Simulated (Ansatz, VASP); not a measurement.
# One calculation of In, two programs

INCAR

```
  ALGO = Normal
  EDIFF = 1E-7
  EDIFFG = -0.01
  ENCUT = 600
  GGA = RP
  IBRION = 2
  ISIF = 3
  ISMEAR = -1
  LASPH = True
  LCHARG = False
  LREAL = False
  LWAVE = False
  NELM = 60
  NSW = 80
  PREC = Accurate
  SIGMA = 0.1
```

Contents of KPOINTS:

```
k-points
0
Gamma
  12 12 12
```

File POSCAR:

```
In
1.0
    0.0000000000      2.3556547913      2.3556547913
    2.3556547913      0.0000000000      2.3556547913
    2.3556547913      2.3556547913      0.0000000000
In
1
Direct
    0.0000000000      0.0000000000      0.0000000000
```

Input for Ansatz:

```yaml
crystal:
  lattice:
    - [0.0, 2.3556547913, 2.3556547913]
    - [2.3556547913, 0.0, 2.3556547913]
    - [2.3556547913, 2.3556547913, 0.0]
  atoms:
    - { symbol: In, position: [0.0, 0.0, 0.0] }
hamiltonian:
  xc: rpbe
  pseudopotentials:
    kind: paw
    azcp:
      In: "pseudopotentials/In.paw.azcp"
basis:
  ecutwfc: 420
  fft_grid_basis: typed
kpoints:
  mp_grid: { grid: [12, 12, 12], shift: [0, 0, 0] }
magnetization:
  spin_polarized: false
scf:
  occupations: { method: fermi_dirac, width: 0.1 }
relax:
  max_steps: 60
  f_tol: 0.01
  cell: {}
```

The cell was built by a generator and needn't be a form met in nature.

Alike in both runs: task relaxation of cell and atoms; functional RPBE; k mesh 12 × 12 × 12; occupations fermi-dirac, width 0.1 eV; no spin polarisation.

|  | VASP | Ansatz |
| --- | --- | --- |
| version | VASP 6.6.1 | Ansatz 0.2.0 |
| potentials or method | VASP PAW PBE potentials, release 64 (In_d) | plane waves (420 eV) with PAW, scalar-relativistic |
| plane-wave cutoff (eV) | 600 | 420 |
| valence electrons in the cell | 13 | 13 |

|  | VASP | Ansatz | Ansatz less VASP |
| --- | --- | --- | --- |
| relaxed volume (Å³/atom) | 28.77 | 28.78 | +0.011 |
| relaxed cell length with the largest relative difference (Å) | 3.439 | 3.440 | +0.0005 |
| energy change over the relaxation (meV/atom) | -27 | -27 | 0.0 |

Caveats: the PAW data sets were made with another functional, which shifts forces and pressure a little (VASP).
